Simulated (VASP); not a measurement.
Runs of VASP 6.6.1 on SiC (Moissanite 3C). It takes space group F-43m (No. 216, cubic). Conventional cell: a = 4.358 Å, b = 4.358 Å, c = 4.358 Å, α = 90.00°, β = 90.00°, γ = 90.00°. Si (site symmetry -43m) is surrounded by 4 C at 1.89 Å. C (site symmetry -43m) is surrounded by 4 Si at 1.89 Å. 

```tsv
task	level	potentials or basis	cell	gap on the mesh (eV)	pressure (GPa)
relaxation of the atoms	LDA	VASP PAW LDA potentials, release 64 (Si, C)	atoms relaxed from: a relaxed cell with its volume scaled by 1.02	1.31	-4.4
relaxation of the atoms	LDA	VASP PAW LDA potentials, release 64 (Si, C)	atoms relaxed from: a relaxed cell with its volume scaled by 0.94	1.23	16.0
relaxation of the atoms	LDA	VASP PAW LDA potentials, release 64 (Si, C)	atoms relaxed from: a relaxed cell with its volume scaled by 1.04	(b)	-8.3
relaxation of cell and atoms	LDA	VASP PAW LDA potentials, release 64 (Si, C)	relaxed	1.29	0.0
relaxation of the atoms	LDA	VASP PAW LDA potentials, release 64 (Si, C)	atoms relaxed from: a relaxed cell with its volume scaled by 0.96	1.25	10.1
relaxation of the atoms	LDA	VASP PAW LDA potentials, release 64 (Si, C)	atoms relaxed	1.29	0.0
relaxation of the atoms	LDA	VASP PAW LDA potentials, release 64 (Si, C)	atoms relaxed from: a relaxed cell with its volume scaled by 0.98	1.27	4.8
relaxation of cell and atoms	PBE	VASP PAW PBE potentials, release 64 (Si, C)	relaxed	(a)	0.0
```

Alike in all rows: no spin polarisation; k mesh 10 × 10 × 10; cutoff (eV) 600; smearing gaussian 0.03 eV.

**Question.** Estimate the missing entries.

**Answer.** (a) 1.37; (b) 1.32.

Caveats: the relaxation stopped at its first step, so nothing moved (some runs).

A k mesh can miss the band edges.
